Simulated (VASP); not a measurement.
Write the native input for VASP 6.6.1 that does the following.

```
Task                   : relaxation of cell and atoms
Functional             : MS2
Potentials or basis    : VASP PAW PBE potentials, release 64 (Mn_pv, S)
Cutoff                 : 600 eV
k mesh                 : 9 × 9 × 9
Occupations            : gaussian, width 0.05 eV
Spin                   : collinear spin, ferromagnetic start
Starting moments       : [4.0, 0.0] μB
Further INCAR settings : ALGO = Normal; EDIFF = 1e-06; IBRION = 2; EDIFFG = -0.02; NSW = 40; ISIF = 3
```

The structure of MnS lies in POSCAR:

```
MnS
1.0
    1.8299960138      1.0565486912      2.9709202777
   -1.8299960138      1.0565486912      2.9709202777
    0.0000000000     -2.1130973823      2.9709202777
Mn S
1 1
Direct
    0.0000000000      0.0000000000      0.0000000000
    0.5000000000      0.5000000000      0.5000000000
```

The cell is a database's computed one.

The input as run:

INCAR

```
PREC = Accurate
ENCUT = 600
EDIFF = 1E-6
ISMEAR = 0
SIGMA = 0.05
LREAL = F
LASPH = T
NELM = 100
ALGO = Normal
ISIF = 3
LWAVE = F
LCHARG = F
ISPIN = 2
MAGMOM = 4 0
LORBIT = 11
LMAXMIX = 4
METAGGA = MS2
LMIXTAU = T
IBRION = 2
NSW = 40
EDIFFG = -0.02
```

KPOINTS

```
regular mesh
0
Gamma
  9 9 9
```

Potentials or basis: VASP PAW PBE potentials, release 64 (Mn_pv, S).

Launch:

```console
$ cat potpaw_PBE.64/Mn_pv/POTCAR potpaw_PBE.64/S/POTCAR > POTCAR
$ mpirun -np 1 vasp_std > vasp.out
```

It gave:

```yaml
Relaxed_volume: 17.06 Å³/atom
Relaxed_cell: a = 3.638 Å, b = 3.638 Å, c = 3.638 Å, α = 60.09°, β = 60.09°, γ = 60.09°
Space_group_after_relaxing_to_0.05_Å: Fm-3m (No. 225)
Energy_gained_by_relaxing: 0.8 meV/atom
Ionic_steps: 8
Pressure_after_relaxing: 0.0 GPa
Band_gap_on_the_k_mesh: none (metal or under the smearing width)
Net_moment: 4.87 μB per cell
Site_moments: Mn +4.43; S +0.11 μB
Valence_electrons_inside_the_program's_atomic_spheres: Mn 11.36; S 3.77
```

Caveat: the PAW data sets were made with another functional, which shifts forces and pressure a little; a cell with one magnetic atom can't hold antiferromagnetic order, which such compounds often take; semilocal functionals often make such compounds metallic where correlation or magnetic order opens a gap, which also shifts bond lengths.

Wall time 36 min on 1 thread of Intel(R) Xeon(R) Platinum 8375C CPU @ 2.90GHz (Ice Lake), on a shared host, peak memory 0.27 GiB.
